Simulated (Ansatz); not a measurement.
# FeCo: the cost of one run

Computed with Ansatz 0.2.0 (DFT PBE, scalar-relativistic, plane waves, PAW, unless a step names another level, unless a step's input says otherwise).

2 further runs of the same task are left out: 1 that didn't finish, 1 set aside as unsound or not needed.

## Step 1: Starting point

The structure is cubic, space group Pm-3m (No. 221). The conventional cell has a = 2.845 Å, b = 2.845 Å, c = 2.845 Å, α = 90.00°, β = 90.00°, γ = 90.00°. Fe (site symmetry m-3m) is surrounded by 8 Co at 2.46 Å. Co (site symmetry m-3m) is surrounded by 8 Fe at 2.46 Å.

Coordinates:

```
Fe Co
1.0
     2.84483    0.00000    0.00000
     0.00000    2.84483    0.00000
     0.00000    0.00000    2.84483
Fe Co
1 1
Cartesian
  0.0000 0.0000 0.0000
  1.4224 1.4224 1.4224
```

The cell was relaxed beforehand at this level, from a database cell with other species swapped in; it needn't be the stable form of this composition. At a tolerance of 0.05 Å it has space group Pm-3m (No. 221); it has 11.51 Å³/atom, an uncorrected energy of -0.07 eV/atom over the elements.

## Step 2: Bands, states and charges

The input, input.yaml:

```yaml
crystal:
  lattice:
    - [2.8448268025, 0.0, 0.0]
    - [0.0, 2.8448268025, 0.0]
    - [0.0, 0.0, 2.8448268025]
  atoms:
    - { symbol: Fe, position: [0.0, 0.0, 0.0], spin: 3.09 }
    - { symbol: Co, position: [0.5, 0.5, 0.5], spin: 2.01 }
basis:
  ecutwfc: 420
kpoints:
  mp_grid: { grid: [20, 20, 20] }
  band_path:
    path:
      - [[0.0, 0.0, 0.0], [0.0, 0.5, 0.0], [0.5, 0.5, 0.0], [0.0, 0.0, 0.0], [0.5, 0.5, 0.5], [0.0, 0.5, 0.0]]
      - [[0.5, 0.5, 0.5], [0.5, 0.5, 0.0]]
    npoints: 14
hamiltonian:
  xc: pbe
scf:
  occupations: { method: gaussian, width: 0.1 }
  n_extra_bands: 6
output:
  forces: true
  stress: true
  eigenvalues: true
  populations: true
  dos: { projected: true, de: 0.02, nscf_kmesh: { grid: [24, 24, 24] } }
  bader: true
  write_density: true
  write_potential: true
  elf: true
  volumetric_format: npy
magnetization:
  spin_polarized: true
checkpoint:
  read: start.run
  write: ck
  compress: false
  write_wavefunctions: false
  write_every: 100000
```

On the command line:

```sh
$ ansatz run input.yaml --threads 1 --pin off --max-ram 2560MiB --backend cpu --events-out ev --progress --plain --runs-dir out
```

Q: Estimate wall time and peak memory on 1 thread of AMD EPYC (Zen 3), shared host.

About 75 s, with a peak of 0.53 GiB.
